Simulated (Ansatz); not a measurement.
# CdSe: the cost of one run

Computed with Ansatz 0.2.0 (DFT PBE, scalar-relativistic, plane waves, PAW, unless a step's input says otherwise).

The COD entry's cell or inner coordinates are ideal or old and differ from later refinements, so a difference from it is no clean test against experiment.

4 further runs of the same task are left out: 1 that didn't finish, 3 set aside as unsound or not needed.

## (1) The starting structure

It takes space group P6_3mc (No. 186, hexagonal). Conventional cell: a = 4.383 Å, b = 4.383 Å, c = 7.154 Å, α = 90.00°, β = 90.00°, γ = 120.00°. Cd (site symmetry 3m) is surrounded by 4 Se at 2.68 to 2.69 Å. Se (site symmetry 3m) has 4 Cd at 2.68 to 2.69 Å as nearest neighbours.

Structure file:

```
Cd Se
1.0
     4.38338    0.00000    0.00000
    -2.19169    3.79612    0.00000
     0.00000    0.00000    7.15355
Cd Se
2 2
Cartesian
  0.0000 2.5307 0.0328
  2.1917 1.2654 3.6095
  0.0000 2.5307 2.7213
  2.1917 1.2654 6.2981
```

It is the result of an earlier relaxation at this level (volume 29.76 Å³/atom; gap on the mesh: 0.54 eV).

## (2) Point at V/V0 = 0.97

input.yaml

```yaml
crystal:
  lattice:
    - [4.3390999391, 0.0, 0.0]
    - [-2.1695499695, 3.7577707768, 0.0]
    - [0.0, 0.0, 7.0812827074]
  atoms:
    - { symbol: Cd, position: [0.3333333333, 0.6666666667, 0.0045810803] }
    - { symbol: Cd, position: [0.6666666667, 0.3333333333, 0.5045810803] }
    - { symbol: Se, position: [0.3333333333, 0.6666666667, 0.3804189197] }
    - { symbol: Se, position: [0.6666666667, 0.3333333333, 0.8804189197] }
basis:
  ecutwfc: 420
kpoints:
  mp_grid: { grid: [12, 12, 6] }
hamiltonian:
  xc: pbe
scf:
  occupations: { method: gaussian, width: 0.02 }
output:
  forces: true
  stress: true
  eigenvalues: true
relax:
  adjacent_minimum: "off"
  f_tol: 0.01
  max_steps: 30
  cell: { stress_tol: 0.1, fix: [volume] }
```

The run is started by

```sh
$ ansatz run input.yaml --threads 1 --pin off --max-ram 2560MiB --backend cpu --events-out ev --progress --plain --runs-dir out
```

What time and memory should one allow on 1 thread of Arm Neoverse V2, shared host?

About 61 s, with a peak of 0.53 GiB.
